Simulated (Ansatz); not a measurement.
Consider the following.

ZnTe (zinc blende)

```
ZnTe
1.0
    0.00000     6.17910     6.17910
    3.08955     3.08955     6.17910
    3.08955     3.08955     0.00000
Te Zn
2 2
Direct
  0.00000   0.75000   0.75000
  0.50000   0.75000   0.75000
  0.00000   0.00000   0.00000
  0.50000   0.00000   0.00000
```

The atoms are displaced by Q × the pattern below (from a DFPT mode at X = (0.5, 0.5, 0.0), largest move 1; Q in Å), at fixed cell. It is one choice among 2 degenerate patterns. (q is in reciprocal vectors of the primitive cell; the cell shown is doubled to hold the pattern.)

```json
[
 {"atom": "Te1", "x": "-0.687", "y": "0.000", "z": "0.000"},
 {"atom": "Te2", "x": "0.687", "y": "0.000", "z": "0.000"},
 {"atom": "Zn3", "x": "0.000", "y": "1.000", "z": "0.000"},
 {"atom": "Zn4", "x": "0.000", "y": "-1.000", "z": "0.000"}
]
```

Level of theory: PBE (plane waves to 420 eV, PAW, scalar-relativistic; Ansatz, a first-principles code). k mesh 9×9×9 (Γ-centred), Fermi-Dirac smearing 0.05 eV. Energies are smeared free energies. Spin-orbit coupling is left out, though Te is heavy. ZnTe was relaxed with its symmetry unable to fall. The zero of ΔE is the undisplaced structure.

The scan covers Q from -0.280 to 0.280 Å in 13 points.

Question: Is this a single well or a double well?

Answer: A single well with its minimum at or next to zero displacement.

Question: Which space group does the distorted structure have?

Answer: C222_1 (No. 20), lowered from F-43m.

Question: What is the energy change at Q = 0.280 Å?

Answer: 1011 meV/cell.

Question: What harmonic wavenumber does the curvature at Q = 0 give?

Answer: 162 cm⁻¹.

(For displaced atoms, the force is minus the slope of the energy, and its curvature is a force constant, which sets phonon frequencies.)
